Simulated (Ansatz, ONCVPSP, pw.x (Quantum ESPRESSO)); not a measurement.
## What a changed setting does to a pw.x run (bcc Os)

Potential: optimised norm-conserving Vanderbilt (ONCV), ONCVPSP 4.0.1.1 (patched build), PBE; core [Kr] 4d10 4f14 5s2, reference 5p6 5d6.5 6s1.5; waves: 6s: rc 2.50 bohr, ncon 4, nbas 7, qcut 2.2 1/bohr, 2 projectors, debl 2.4 Ha; 5p: rc 1.70 bohr, ncon 4, nbas 8, qcut 7.7 1/bohr, 2 projectors, debl 3.6 Ha; 5d: rc 1.70 bohr, ncon 3, nbas 8, qcut 10.7 1/bohr, local; local part: the d channel; core correction: Teter function, fcfact 5.75, rcfact 1.5.

The reference run (k-mesh 15³, cutoffs 75/300 Ry, Fermi–Dirac 0.01 Ry, mixing_beta 0.4, conv_thr 1e-9, no spin) gives -3.11 GPa at 14.794 Å³/atom, where all-electron LAPW gives -0.02 GPa. This run, with its own iteration cap, changes degauss to 0.002.

```
&control
  calculation='scf', prefix='x', pseudo_dir='./', outdir='./tmp', tstress=.true., disk_io='none'
/
&system
  ibrav=0, nat=1, ntyp=1, ecutwfc=75, ecutrho=300, nbnd=15,
  occupations='smearing', smearing='fd', degauss=0.002
/
&electrons
  conv_thr=1e-09, mixing_beta=0.4, electron_maxstep=60
/
ATOMIC_SPECIES
Os 1.0 Os.UPF
CELL_PARAMETERS angstrom
  -1.54647133 1.54647133 1.54647133
  1.54647133 -1.54647133 1.54647133
  1.54647133 1.54647133 -1.54647133
ATOMIC_POSITIONS crystal
Os 0.0000 0.0000 0.0000
K_POINTS automatic
15 15 15 0 0 0
```

```bash
pw.x < Os.scf.in > Os.scf.out
```

How does the run end?

It converges in 8 iterations; the free energy moves by +40.9 meV/atom and the pressure by -0.72 GPa. In a metal, with Fermi–Dirac smearing, F lies below its zero-width value by a term in the square of the width.

```
Message from routine setup:
     using ibrav=0 with symmetry is DISCOURAGED, use correct ibrav instead
     lattice parameter (alat)  =       5.0618  a.u.
     unit-cell volume          =      99.8349 (a.u.)^3
     number of electrons       =        14.00
     number of Kohn-Sham states=           15
     kinetic-energy cutoff     =      75.0000  Ry
     charge density cutoff     =     300.0000  Ry
     scf convergence threshold =      1.0E-09
     Exchange-correlation= PBE
     number of k points=   120  Fermi-Dirac smearing, width (Ry)=  0.0020
     iteration #  1     ecut=    75.00 Ry     beta= 0.40
     total energy              =    -153.03558319 Ry
     estimated scf accuracy    <       0.06509152 Ry
     iteration #  2     ecut=    75.00 Ry     beta= 0.40
     total energy              =    -153.04002241 Ry
     estimated scf accuracy    <       0.00574394 Ry
     iteration #  3     ecut=    75.00 Ry     beta= 0.40
     total energy              =    -153.04067101 Ry
     estimated scf accuracy    <       0.00047169 Ry
     [... 2 iterations left out ...]
     iteration #  6     ecut=    75.00 Ry     beta= 0.40
     total energy              =    -153.04070007 Ry
     estimated scf accuracy    <       0.00000006 Ry
     iteration #  7     ecut=    75.00 Ry     beta= 0.40
     total energy              =    -153.04070007 Ry
     estimated scf accuracy    <          7.9E-09 Ry
     iteration #  8     ecut=    75.00 Ry     beta= 0.40
     the Fermi energy is    23.5012 ev
!    total energy              =    -153.04070007 Ry
     estimated scf accuracy    <          2.1E-11 Ry
     smearing contrib. (-TS)   =      -0.00030070 Ry
     The total energy is F=E-TS. E is the sum of the following terms:
     one-electron contribution =      -2.88643480 Ry
     hartree contribution      =      14.26828119 Ry
     xc contribution           =     -42.38419811 Ry
     ewald contribution        =    -122.03804764 Ry
     convergence has been achieved in   8 iterations
          total   stress  (Ry/bohr**3)                   (kbar)     P=      -38.24
     Message from routine punch:
     Nothing written, as per user request (disk_io='none')
```

The run took about 41 s on one core of a shared host (Neoverse-N1, 64 threads, 124 GiB, load 54).
